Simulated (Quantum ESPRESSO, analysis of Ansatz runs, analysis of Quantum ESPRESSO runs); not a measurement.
# Charge-transition level of the Ti on the Ga site in GaAs (PBEsol) (Quantum ESPRESSO), part 3 of 4

How near does this set-up come to the measured charge-transition level? Subject: Ti on the Ga site in GaAs. Set-up: PBEsol, GBRV 1.5 PBEsol, 32-site cell, PBEsol lattice, k: the single point 1/4 1/4 1/4 then 2x2x2 shifted, dielectric constants 10.9 and 12.9 (handbook). The model is a cell of 32 host atoms with 1 Ga taken out and 1 Ti put in. The level is the Fermi energy at which two charge states have equal formation energy, after a correction for the images of the charge. A local or semilocal functional is the cheapest first rung.

Quantum ESPRESSO 7.5; PBEsol, GBRV 1.5 PBEsol, 32-site cell, PBEsol lattice, k: the single point 1/4 1/4 1/4 then 2x2x2 shifted, dielectric constants 10.9 and 12.9 (handbook).

So far: The structure; Relaxation, charge +1; Single point, charge +1.

### Step 4. Relaxation, charge 0

Level of this step: Quantum ESPRESSO plane-wave DFT, PBEsol, GBRV 1.5 PBEsol potentials; relaxation of all atoms of a defect supercell (Quantum ESPRESSO).

The input, pw.in:

```
&CONTROL
  calculation = 'relax'
  prefix = 'pwscf'
  outdir = './tmp'
  pseudo_dir = './pseudo'
  tprnfor = .true.
  disk_io = 'low'
  nstep = 70
  forc_conv_thr = 0.00078
  etot_conv_thr = 0.0001
/
&SYSTEM
  ibrav = 0
  nat = 32
  ntyp = 3
  ecutwfc = 45
  ecutrho = 360
  nbnd = 193
  occupations = 'smearing'
  smearing = 'fd'
  degauss = 0.00073499
  nspin = 2
  starting_magnetization(1) = 0.0263
  starting_magnetization(2) = 0.0417
  starting_magnetization(3) = 0.1
  tot_magnetization = 1
  nosym = .true.
/
&ELECTRONS
  conv_thr = 3d-08
  electron_maxstep = 100
  mixing_beta = 0.3
/
&IONS
  ion_dynamics = 'bfgs'
/
ATOMIC_SPECIES
Ga    69.7230 ga_pbesol_v1.4.uspp.F.UPF
Ti    47.8670 ti_pbesol_v1.4.uspp.F.UPF
As    74.9216 as_pbesol_v1.uspp.F.UPF
CELL_PARAMETERS angstrom
  -5.6543511318    5.6543511318   -5.6543511318
   5.6543511318    5.6543511318    5.6543511318
   5.6543511318   -5.6543511318   -5.6543511318
ATOMIC_POSITIONS crystal
Ga     0.0042412187    0.0058496367    0.0020551088
Ga     0.0009293356    0.2485499492    0.7451115418
[... 3 atom lines left out ...]
Ga     0.2453104497    0.2453899276    0.4942843894
Ti     0.2530546081    0.4982336999    0.2536234608
[... 1 atom line left out ...]
Ga     0.4943918223   -0.0015676707    0.4956746376
Ga     0.4966053210    0.2528499621    0.2498604146
Ga     0.4960227341    0.5004263886   -0.0043983844
Ga     0.5016471248    0.7460653288    0.7472050218
[... 3 atom lines left out ...]
Ga     0.7534259697    0.7495294139    0.4972432465
[... 2 atom lines left out ...]
As     0.0018629078    0.5024557735    0.2467827661
[... 2 atom lines left out ...]
As     0.2463666948    0.2439387523    0.2456507260
As     0.2537823936    0.4979068129    0.0021173114
[... 4 atom lines left out ...]
As     0.5060359289    0.7516205029    0.5027534573
[... 3 atom lines left out ...]
As     0.7455348217    0.7444473954    0.2483855783
K_POINTS crystal
1
0.25 0.25 0.25 1.0
```

Command:

```console
$ OMP_NUM_THREADS=1 mpirun -n 4 pw.x -in pw.in > pw.out
```

The log of the run:

```text
[banner, memory and clock lines left out]
          URL

     one sub-group per band group will be used

     bravais-lattice index     =            0
     lattice parameter (alat)  =      18.5073  a.u.
     unit-cell volume          =    4879.8325 (a.u.)^3
     number of atoms/cell      =           32
     number of atomic types    =            3
     number of electrons       =       377.00 (up: 189.00, down: 188.00)
     number of Kohn-Sham states=          193
     kinetic-energy cutoff     =      45.0000  Ry
     charge density cutoff     =     360.0000  Ry
     scf convergence threshold =      3.0E-08
     mixing beta               =       0.3000
     number of iterations used =            8  plain     mixing
     energy convergence thresh.=      1.0E-04
     force convergence thresh. =      7.8E-04
     Exchange-correlation= SLA  PW   PSX  PSC
                           (   1   4  10   8   0   0   0)
     nstep                     =           70

     celldm(1)=  18.507266  celldm(2)=   0.000000  celldm(3)=   0.000000
     celldm(4)=   0.000000  celldm(5)=   0.000000  celldm(6)=   0.000000

     crystal axes: (cart. coord. in units of alat)
               a(1) = (  -0.577350   0.577350  -0.577350 )
               a(2) = (   0.577350   0.577350   0.577350 )
               a(3) = (   0.577350  -0.577350  -0.577350 )

     reciprocal axes: (cart. coord. in units 2 pi/alat)
               b(1) = (  0.000000  0.866025 -0.866025 )
               b(2) = (  0.866025  0.866025 -0.000000 )
               b(3) = (  0.866025  0.000000 -0.866025 )

     PseudoPot. # 1 for Ga read from file:
     ga_pbesol_v1.4.uspp.F.UPF
     Pseudo is Ultrasoft + core correction, Zval = 19.0
     Generated by new atomic code, or converted to UPF format
     Using radial grid of  871 points,  6 beta functions with:
                l(1) =   0
                l(2) =   0
                l(3) =   1
                l(4) =   1
                l(5) =   2
                l(6) =   2
     Q(r) pseudized with  8 coefficients,  rinner =    1.250   1.250   1.250
                                                       1.250   1.250

     PseudoPot. # 2 for Ti read from file:
     ti_pbesol_v1.4.uspp.F.UPF
     Pseudo is Ultrasoft + core correction, Zval = 12.0
     Generated by new atomic code, or converted to UPF format
     Using radial grid of  851 points,  6 beta functions with:
                l(1) =   0
                l(2) =   0
                l(3) =   1
                l(4) =   1
                l(5) =   2
                l(6) =   2
     Q(r) pseudized with  6 coefficients,  rinner =    1.000   1.000   1.000
                                                       1.000   1.000

     PseudoPot. # 3 for As read from file:
     as_pbesol_v1.uspp.F.UPF
     Pseudo is Ultrasoft + core correction, Zval =  5.0
     Generated by new atomic code, or converted to UPF format
     Using radial grid of  875 points,  6 beta functions with:
                l(1) =   0
                l(2) =   0
                l(3) =   1
                l(4) =   1
                l(5) =   2
                l(6) =   2
     Q(r) pseudized with  8 coefficients,  rinner =    1.300   1.300   1.300
                                                       1.300   1.300

     atomic species   valence    mass     pseudopotential
     Ga               19.00    69.72300     Ga( 1.00)
     Ti               12.00    47.86700     Ti( 1.00)
     As                5.00    74.92160     As( 1.00)

     Starting magnetic structure
     atomic species   magnetization
     Ga              0.026
     Ti              0.042
     As              0.100

     No symmetry found

   Cartesian axes

     site n.     atom                  positions (alat units)
         1        Ga     tau(   1) = (   0.0021151   0.0046394  -0.0002579  )
         2        Ga     tau(   2) = (   0.5731542  -0.2861534  -0.2872265  )
         3        Ga     tau(   3) = (   0.5800616  -0.0041332  -0.0012768  )
         4        Ga     tau(   4) = (   0.5806274   0.2888615   0.2925855  )
         5        Ga     tau(   5) = (   0.2931735  -0.2905640  -0.5788543  )
         6        Ga     tau(   6) = (   0.2854211  -0.0020692  -0.2853293  )
         7        Ti     tau(   7) = (   0.2879838   0.2873269  -0.0048754  )
         8        Ga     tau(   8) = (   0.2901713   0.5796387   0.2929867  )
         9        Ga     tau(   9) = (  -0.0001645  -0.0016457  -0.5725202  )
        10        Ga     tau(  10) = (   0.0035248   0.2884412  -0.2849892  )
        11        Ga     tau(  11) = (   0.0000030   0.5778396   0.0050819  )
        12        Ga     tau(  12) = (   0.5725139   0.2889681  -0.2902841  )
        13        Ga     tau(  13) = (  -0.2837717   0.2872570  -0.5772494  )
        14        Ga     tau(  14) = (  -0.2874788   0.5744880  -0.2846204  )
        15        Ga     tau(  15) = (   0.2916135   0.2883587  -0.5815133  )
        16        Ga     tau(  16) = (   0.2848338   0.5806482  -0.2893332  )
        17        As     tau(  17) = (   0.4358817  -0.4303634  -0.4363013  )
        18        As     tau(  18) = (   0.4327956  -0.1431158  -0.1393853  )
        19        As     tau(  19) = (   0.4314975   0.1486884   0.1465373  )
        20        As     tau(  20) = (   0.4335002   0.4299520   0.4370697  )
        21        As     tau(  21) = (   0.1421811  -0.1443332  -0.4376403  )
        22        As     tau(  22) = (   0.1404247   0.1412515  -0.1432283  )
        23        As     tau(  23) = (   0.1421677   0.4327655   0.1397229  )
        24        As     tau(  24) = (   0.7261059   0.1435243  -0.1467632  )
        25        As     tau(  25) = (  -0.1425038   0.1481973  -0.4302190  )
        26        As     tau(  26) = (  -0.1486611   0.4310530  -0.1424584  )
        27        As     tau(  27) = (   0.4332435   0.1398574  -0.4305757  )
        28        As     tau(  28) = (   0.4320532   0.4358434  -0.1484765  )
        29        As     tau(  29) = (  -0.4320175   0.4311944  -0.4283471  )
        30        As     tau(  30) = (   0.1421416   0.1489455  -0.7217835  )
        31        As     tau(  31) = (   0.1454716   0.4340581  -0.4378795  )
        32        As     tau(  32) = (   0.1427777   0.7168362  -0.1440333  )

     number of k points=     1  Fermi-Dirac smearing, width (Ry)=  0.0007
                       cart. coord. in units 2pi/alat
        k(    1) = (   0.4330127   0.4330127  -0.4330127), wk =   1.0000000

     Dense  grid:   562645 G-vectors     FFT dimensions: ( 120, 120, 120)

     Smooth grid:   199125 G-vectors     FFT dimensions: (  80,  80,  80)

     Generating pointlists ...
[...]
atom   7 (R=0.103)  charge=  9.7785  magn=  0.6175
     atom   8 (R=0.100)  charge= 16.8739  magn=  0.0061
     atom   9 (R=0.100)  charge= 16.8712  magn=  0.0001
     atom  10 (R=0.100)  charge= 16.8746  magn=  0.0058
     atom  11 (R=0.100)  charge= 16.8714  magn=  0.0001
     atom  12 (R=0.100)  charge= 16.8742  magn=  0.0059
     atom  13 (R=0.100)  charge= 16.8842  magn=  0.0015
     atom  14 (R=0.100)  charge= 16.8740  magn=  0.0060
     atom  15 (R=0.100)  charge= 16.8785  magn= -0.0009
     atom  16 (R=0.100)  charge= 16.8743  magn=  0.0060
[...]
atom  25 (R=0.100)  charge=  2.5173  magn=  0.0001
     atom  26 (R=0.100)  charge=  2.5177  magn=  0.0001
     atom  27 (R=0.100)  charge=  2.5153  magn=  0.0001
     atom  28 (R=0.100)  charge=  2.5421  magn= -0.0109
     atom  29 (R=0.100)  charge=  2.5171  magn=  0.0001
     atom  30 (R=0.100)  charge=  2.5151  magn=  0.0001
     atom  31 (R=0.100)  charge=  2.5152  magn=  0.0001
     atom  32 (R=0.100)  charge=  2.5177  magn=  0.0001

     End of self-consistent calculation

 ------ SPIN UP ------------

          k = 0.4330 0.4330-0.4330 ( 24868 PWs)   bands (ev):

   -87.0011 -87.0004 -87.0001 -86.9984 -86.9930 -86.9923 -86.9918 -86.9917
   -86.9915 -86.9911 -86.9900 -86.9894 -86.9537 -86.9525 -86.9523 -86.9519
   -86.9509 -86.9505 -86.9505 -86.9499 -86.9492 -86.9482 -86.9481 -86.9479
   -86.9478 -86.9476 -86.9468 -86.9467 -86.9464 -86.9461 -86.9460 -86.9453
   -86.9453 -86.9452 -86.9445 -86.9436 -86.9436 -86.9429 -86.9424 -86.9274
   -86.9274 -86.9271 -86.9267 -86.9207 -86.9203 -49.4521 -25.9787 -25.8088
   -25.8030  -7.6688  -7.6686  -7.6679  -7.6661  -7.6658  -7.6652  -7.6637
    -7.6634  -7.6631  -7.6496  -7.6493  -7.6440  -7.6119  -7.6066  -7.6048
    -7.6045  -7.5658  -7.5655  -7.5654  -7.5641  -7.5621  -7.5614  -7.5587
    -7.5580  -7.5482  -7.5454  -7.5450  -7.5441  -7.5396  -7.5393  -7.5389
    -7.5387  -7.5381  -7.5357  -7.5349  -7.5328  -7.5326  -7.5325  -7.5320
    -7.5309  -7.5281  -7.5269  -7.5267  -7.5199  -7.5190  -7.5183  -7.5177
    -7.5158  -7.5145  -7.5144  -7.5128  -7.5122  -7.5119  -7.4939  -7.4916
    -7.4915  -7.4892  -7.4854  -7.4836  -7.4834  -7.4823  -7.4818  -7.4799
    -7.4798  -7.4791  -7.4785  -7.4764  -7.4758  -7.4753  -7.4733  -7.4704
    -7.4628  -7.4626  -7.4567  -7.4566  -4.8571  -4.8562  -4.8487  -4.6335
[...]
8.5936

 ------ SPIN DOWN ----------

          k = 0.4330 0.4330-0.4330 ( 24868 PWs)   bands (ev):

[...]
-3.4895  -3.4887  -3.4846  -3.4827  -3.4815  -3.4801  -3.4799  -3.4783
    -3.3895  -3.3846  -3.3814  -3.1101   0.8683   0.8704   0.8723   0.8866
     0.8875   0.8908   0.8934   0.8971   0.9376   0.9610   0.9657   2.3292
     3.0290   3.0322   3.0340   3.5963   3.8596   3.8906   3.8990   3.9003
     3.9060   3.9195   3.9210   3.9276   4.1481   4.1649   4.1658   4.8392
     5.0979   5.1071   5.1351   5.1446   5.1452   5.1469   5.1673   5.1695
     5.1721   5.3804   5.3903   5.3907   6.3407   6.3438   6.3661   6.4817
     6.4894   6.5228   6.5242   6.5257   8.1504   8.5104   8.6132   8.6318
     8.6333

     the spin up/dw Fermi energies are     7.7974    7.2359 ev

!    total energy              =   -6984.28458313 Ry
     estimated scf accuracy    <          2.2E-10 Ry
     smearing contrib. (-TS)   =      -0.00042332 Ry
     internal energy E=F+TS    =   -6984.28415981 Ry

     The total energy is F=E-TS. E is the sum of the following terms:
     one-electron contribution =   -6201.51401126 Ry
     hartree contribution      =    3221.66299318 Ry
     xc contribution           =   -1239.04733739 Ry
     ewald contribution        =   -2765.38580434 Ry

     total magnetization       =     1.00 Bohr mag/cell
     absolute magnetization    =     1.22 Bohr mag/cell

     convergence has been achieved in  11 iterations

     negative rho (up, down):  1.193E-04 3.665E-04

     Forces acting on atoms (cartesian axes, Ry/au):

     atom    1 type  1   force =     0.00020603   -0.00018010    0.00026239
     atom    2 type  1   force =     0.00023502   -0.00039790   -0.00007006
     atom    3 type  1   force =     0.00007534    0.00042049    0.00032840
     atom    4 type  1   force =    -0.00008556   -0.00016342   -0.00026585
     atom    5 type  1   force =    -0.00005832    0.00004949    0.00059744
     atom    6 type  1   force =     0.00050040   -0.00002357   -0.00028144
     atom    7 type  2   force =     0.00005620    0.00011327    0.00020642
     atom    8 type  1   force =    -0.00027797    0.00009501   -0.00008018
     atom    9 type  1   force =     0.00009180   -0.00029586    0.00034474
     atom   10 type  1   force =    -0.00012783    0.00010910   -0.00014961
     atom   11 type  1   force =    -0.00000144   -0.00008239   -0.00010930
     atom   12 type  1   force =     0.00007810    0.00011184   -0.00021146
     atom   13 type  1   force =    -0.00022033    0.00030259   -0.00012320
     atom   14 type  1   force =     0.00000915    0.00018296    0.00003838
     atom   15 type  1   force =     0.00011364    0.00003353   -0.00040030
     atom   16 type  1   force =    -0.00037316   -0.00030430    0.00019443
[...]
atom   25 type  3   force =    -0.00035123    0.00008559   -0.00009513
     atom   26 type  3   force =    -0.00069757   -0.00031317   -0.00006044
     atom   27 type  3   force =     0.00010034   -0.00005911   -0.00005493
     atom   28 type  3   force =     0.00019100    0.00003354   -0.00022504
     atom   29 type  3   force =     0.00020056    0.00011984    0.00032149
     atom   30 type  3   force =    -0.00003739    0.00001754    0.00004405
     atom   31 type  3   force =    -0.00013452    0.00015473   -0.00025435
     atom   32 type  3   force =     0.00012496   -0.00010292   -0.00029677

     Total force =     0.002270     Total SCF correction =     0.000039
     Energy error            =      2.1E-05 Ry
     Gradient error          =      7.0E-04 Ry/Bohr

     bfgs converged in  15 scf cycles and  14 bfgs steps
     (criteria: energy <  1.0E-04 Ry, force <  7.8E-04 Ry/Bohr)

     End of BFGS Geometry Optimization

     Final energy             =   -6984.2845831316 Ry

     File ./tmp/pwscf.bfgs deleted, as requested
Begin final coordinates

ATOMIC_POSITIONS (crystal)
Ga              -0.0009285528       -0.0009500030       -0.0010318895
Ga              -0.0009136200        0.2497322697        0.7469503157
Ga              -0.0012846457        0.4995272859        0.4999037398
Ga              -0.0027097450        0.7506507819        0.2493296738
Ga               0.2503105369        0.0000971886        0.7504946282
Ga               0.2494402302        0.2472811809        0.4998248652
Ti               0.2495445691        0.5001132565        0.2499035917
Ga               0.2490535710        0.7505953898       -0.0023948488
Ga               0.5002929822        0.0011776000        0.5004644698
Ga               0.5001472288        0.2485905207        0.2499687081
Ga               0.4997817795        0.5002848587       -0.0011402856
Ga               0.5014363780        0.7515407644        0.7517982596
Ga               0.7488421833       -0.0000458156        0.2494919298
Ga               0.7468973862        0.2492482094       -0.0010757244
Ga               0.7492059267        0.4998728866        0.7493573501
Ga               0.7528263892        0.7525736657        0.5020455140
[...]
As               0.4998560165       -0.0008954750        0.2495625078
As               0.4978953498        0.2497702633       -0.0006802254
As               0.4996204691        0.4995575723        0.7493154760
As               0.5023960529        0.7516889631        0.5020194043
As               0.7504033384        0.0008741921        0.0014832959
As               0.7495388137        0.2504698410        0.7495599128
As               0.7497402396        0.5002911520        0.5002077283
As               0.7482741567        0.7510895915        0.2496158639
End final coordinates
```

It took 81 min on 4 MPI ranks of Arm Neoverse V1, shared host; peak memory 2.9 GiB.

Step by step:

| step | energy less that of the first step (eV) |
| --- | --- |
| 0 | 0.0000 |
| 1 | -0.2096 |
| 2 | -0.3397 |
| 3 | -0.3762 |
| 4 | -0.3800 |
| 5 | -0.3846 |
| 6 | -0.3894 |
| 7 | -0.3930 |
| 8 | -0.3943 |
| 9 | -0.3958 |
| 10 | -0.3974 |
| 11 | -0.3981 |
| 12 | -0.3988 |
| 13 | -0.3994 |
| 14 | -0.3997 |

The atoms that moved most (Å):

```
atom      dx      dy      dz  length
As23   0.015   0.010   0.069   0.071
As24  -0.048   0.018   0.038   0.063
Ga10  -0.043  -0.005  -0.045   0.063
Ga12   0.058   0.004   0.006   0.059
As19   0.025  -0.052   0.004   0.058
 Ga1  -0.027  -0.050   0.008   0.057
As32   0.029   0.046   0.015   0.057
As25  -0.025  -0.041  -0.029   0.056
```

Final coordinates:

```xyz
32
Lattice="-5.6544 5.6544 -5.6544 5.6544 5.6544 5.6544 5.6544 -5.6544 -5.6544" Properties=species:S:1:pos:R:3 pbc="T T T"
Ga   -0.0060   -0.0048    0.0057
Ga    5.6408   -2.8166   -2.8063
Ga    5.6584   -0.0094    0.0051
Ga    5.6696    2.8193    2.8500
Ga    2.8288   -2.8277   -5.6584
Ga    2.8140   -0.0175   -2.8384
Ti    2.8298    2.8258    0.0038
Ga    2.8224    5.6659    2.8494
Ga    0.0076    0.0057   -5.6520
Ga   -0.0090    2.8202   -2.8358
Ga   -0.0036    5.6612    0.0093
Ga    5.6651    2.8338   -2.8368
Ga   -2.8238    2.8232   -5.6452
Ga   -2.8200    5.6386   -2.8078
Ga    2.8273    2.8256   -5.6469
Ga    2.8373    5.6733   -2.8402
As    4.2433   -4.2235   -4.2490
As    4.2254   -1.4134   -1.3983
As    4.2506    1.4041    1.4390
As    4.2408    4.2376    4.2530
As    1.4126   -1.4313   -4.2506
As    1.4058    1.4028   -1.4263
As    1.4078    4.2479    1.4372
As    7.0635    1.4233   -1.3998
As   -1.4203    1.4102   -4.2425
As   -1.4068    4.2314   -1.3991
As    4.2365    1.4128   -4.2372
As    4.2482    4.2524   -1.4290
As   -4.2297    4.2396   -4.2465
As    1.4164    1.4161   -7.0602
As    1.4179    4.2398   -4.2388
As    1.4273    7.0665   -1.3955
```

Neighbours of Ti7 at the end:

```csv
atom,distance (Å)
As22,2.469
As23,2.470
As19,2.470
As28,2.470
Ga3,4.005
Ga1,4.007
Ga9,4.007
Ga11,4.008
Ga12,4.013
Ga10,4.015
Ga14,4.019
Ga6,4.020
Ga8,4.020
Ga4,4.021
Ga2,4.022
Ga16,4.024
```

This step gave:

```yaml
total_moment: 1.0000 μB
integral_of_the_absolute_spin_density: 1.220 μB
```

First to last step the energy falls by 0.400 eV; the largest move, 0.07 Å, is that of As23. Judged within 0.08 Å, the space group went from P1 to I-43m.

(Continued in part 4 of 4.)

[Logs are printed without paths, hosts, clocks, repeated set-up lines and the standing remarks that a program may print on its own settings, such as how far it seeks lower states.]

[Hosts, paths, dates, database ids (printed as entryN), source tags and the programs' standing remarks are cut or masked in the printed files.]

[For some hosts the program warned that the k-mesh of the response run may be too coarse for force constants and the static dielectric constant; such warnings are not shown here.]
